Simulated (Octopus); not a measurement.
SrO:

```
Sr O
1.0
     0.00000    2.56630    2.56630
     2.56630    0.00000    2.56630
     2.56630    2.56630    0.00000
Sr O
1 1
Cartesian
  2.5663 2.5663 2.5663
  0.0000 0.0000 0.0000
```

Base run:

```yaml
Program: Octopus 16.4
Functional: PBE
Potentials_or_basis: pseudodojo_pbe (PseudoDojo 0.5, PBE)
Grid_spacing: 0.130 Å
k_mesh: 9 × 9 × 9
Occupations: fermi-dirac, width 0.05 eV
Spin: no spin polarisation
```

Its results: band gap on the k mesh 3.37 eV, indirect (least direct gap 3.46 eV).

Task: The run is repeated on the same cell with these changes: functional from PBE to PBEsol; potentials or basis from pseudodojo_pbe (PseudoDojo 0.5, PBE) to pseudodojo_pbesol (PseudoDojo 0.4, PBEsol). What comes out?

Result: Band gap on the k mesh 3.26 eV, indirect (least direct gap 3.35 eV).

Caveats: an odd mesh through Γ misses points on the zone boundary, where band edges often lie.

Not every run made on this cell is shown here.
